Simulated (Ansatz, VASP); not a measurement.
MgI2: VASP beside Ansatz

```
Mg I
1.0
     4.20720    0.00000   -0.30860
    -2.10360    3.64354    0.15430
    -0.57299    0.00000    8.12419
Mg I
1 2
Direct
  0.00000 0.00000 0.00000
  0.27501 0.66718 0.79275
  0.72499 0.33282 0.20725
```

Change from the starting cell: engineering shear strain xz -0.1467, normal strain along z +0.0400.

Alike in both runs: functional PBE; k mesh 6 × 6 × 4; occupations gaussian, width 0.05 eV; no spin polarisation.

Ansatz relaxed the structure, and its values are those at the end. VASP's run is a single point on that final structure, the one shown.

```csv
,VASP,Ansatz
version,VASP 6.6.1,Ansatz 0.2.0
potentials or method,"VASP PAW PBE potentials, release 64 (Mg, I)","scalar-relativistic, plane waves, PAW"
plane-wave cutoff (eV),520,520
valence electrons in the cell,16,44
```

VASP gave:

```
gap on the k mesh at the Fermi level (eV) : 3.55
least direct gap on the mesh (eV)         : 3.71
pressure (GPa)                            : -0.1
rms of the force components (eV/Å)        : 0.006
```

Q: What did Ansatz give for the same quantities?

A: gap on the k mesh at the Fermi level (eV): 3.56; least direct gap on the mesh (eV): 3.73; pressure (GPa): 0.0; rms of the force components (eV/Å): 0.005.

The two sets of potentials don't hold the same shells in valence. Ansatz warned: «stress_scf_threshold_loose».

Caveats: spin-orbit coupling is left out, which moves the levels of the heavy elements. A k mesh can miss the band edges.
